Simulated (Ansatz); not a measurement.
Crystal: In.

```
In
1.0
    -1.62547    1.62547    2.47370
     1.62547   -1.62547    2.47370
     1.62547    1.62547   -2.47370
In
1
Cartesian
  0.0000 0.0000 0.0000
```

Program: Ansatz 0.2.0. Alike in all runs: potentials or basis Ansatz PAW; cell as given. Hardware: 2 threads of Arm Neoverse V1 (shared host).

**Question.** Order these runs on this cell by their wall time, lowest first.
A. task single point; level PBE; spin off; k mesh 11 × 11 × 11; cutoff (eV) 420; smearing gaussian 0.013 eV
B. task band structure; level r2SCAN; spin off; k mesh 11 × 11 × 11; cutoff (eV) 500; smearing fermi-dirac 0.05 eV; points for each segment of the path 14
C. task band structure; level r2SCAN; spin SOC, no magnetisation; k mesh 8 × 8 × 8; cutoff (eV) 500; smearing fermi-dirac 0.05 eV; points for each segment of the path 14

**Answer.** A (1.5 s), B (5.7 s), C (25 s).
